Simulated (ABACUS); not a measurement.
MnO:

```
CELL_PARAMETERS angstrom
0.00000 2.22391 2.22391
2.22391 0.00000 2.22391
2.22391 2.22391 0.00000
ATOMIC_POSITIONS crystal
Mn 0.00000 0.00000 0.00000
O 0.50000 0.50000 0.50000
```

The cell is a database's computed one.

| Property | Result |
| --- | --- |
| Program | ABACUS 3.10.1 |
| Task | single point |
| Functional | PBE |
| Potentials or basis | PseudoDojo NC SR 0.4.1 PBE standard |
| Cutoff | 1361 eV |
| Density cutoff | 5442 eV |
| Basis | DZP LCAO (the cutoffs set its grid) |
| k mesh | 10 × 10 × 10 |
| Occupations | fermi-dirac, width 0.05 eV |
| Spin | collinear spin, ferromagnetic start |
| Starting moments | [4.0, 0.0] μB |

On this cell: pressure 0.7 GPa; largest force zero by symmetry; net moment 4.82 μB per cell; site moments Mn +4.72; O +0.10 μB; band gap on the k mesh none (metal or under the smearing width).

The same run follows on a disturbed copy (atoms moved at random, drawn with an rms of 0.05 Å):

```
CELL_PARAMETERS angstrom
0.00000 2.22391 2.22391
2.22391 0.00000 2.22391
2.22391 2.22391 0.00000
ATOMIC_POSITIONS crystal
Mn 0.98735 0.99248 0.01714
O 0.50496 0.51195 0.49104
```

Q: What changes?

A: The energy (extrapolated to zero smearing) moves by +6.8 meV/atom; pressure 1.4 GPa; largest force 0.316 eV/Å; net moment 4.83 μB per cell; site moments Mn +4.72; O +0.10 μB; band gap on the k mesh none (metal or under the smearing width).

Forces on the atoms (eV/Å):
```
Mn  -0.050 -0.064  0.305
O    0.050  0.064 -0.305
```

Stress tensor (GPa, compression positive):
```
 0.98 -0.01  0.06
-0.01  1.00  0.07
 0.06  0.07  2.20
```

Caveats: the atomic orbitals were generated for these runs and aren't a published set; the basis of atomic orbitals isn't converged, which shifts pressures, moduli and gaps; a cell with one magnetic atom can't hold antiferromagnetic order, which such compounds often take; semilocal functionals often make such compounds metallic where correlation or magnetic order opens a gap, which also shifts bond lengths.
